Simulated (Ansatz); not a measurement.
A crystal relaxed with r2SCAN+rVV10 in the PAW code Ansatz has space group P6_3/mmc (No. 194) and a = 3.173 Å, c = 12.436 Å.

| atom | site | x | y | z |
| --- | --- | --- | --- | --- |
| Xx | 2d | 0.6667 | 0.3333 | 0.2500 |
| S | 4f | 0.6667 | 0.3333 | 0.6249 |

The r2SCAN gap is indirect, 1.03 eV (Γ to K–Γ (0.47 of the way from K)), below the direct gap of 1.74 eV at K. With HSE06 the valence top lies at Γ and the conduction bottom at K, 1.48 eV higher; the smallest vertical gap, at K, is 2.09 eV. A second conduction valley, at K–Γ (0.47 of the way from K), lies only 14 meV higher, so their order isn't settled. The PBE gap is indirect, 0.94 eV (Γ to K–Γ (0.50 of the way from K)), below the direct gap of 1.64 eV at K. Meshes: r2SCAN 12×12×2, HSE06 6×6×2, PBE 12×12×2. r2SCAN's ε∞ is 14.7 along x and y, 5.8 along z.

**Question.** Which element is Xx?
A. Mo
B. W
C. Cr

**Answer.** A. Xx is Mo: MoS2 on the sites of the 2H bulk structure (relaxed group P6_3/mmc). Around Mo lie 6 S at 2.40 Å; around S lie 3 Mo at 2.40 Å.

(Simulation; spin polarisation is off.)

The runs are scalar-relativistic, without spin-orbit coupling.

Where an edge lies off the special points, it is a point of the mesh or the k point where a search put PBE's edge or least direct gap, reused for the other functionals, whose own edges may lie a little apart.

The meshes of the hybrids are coarse, so their gaps aren't converged to the digits shown.

For a response run the program warns that the ground state's bands aren't all converged, so ε∞ carries an extra error.
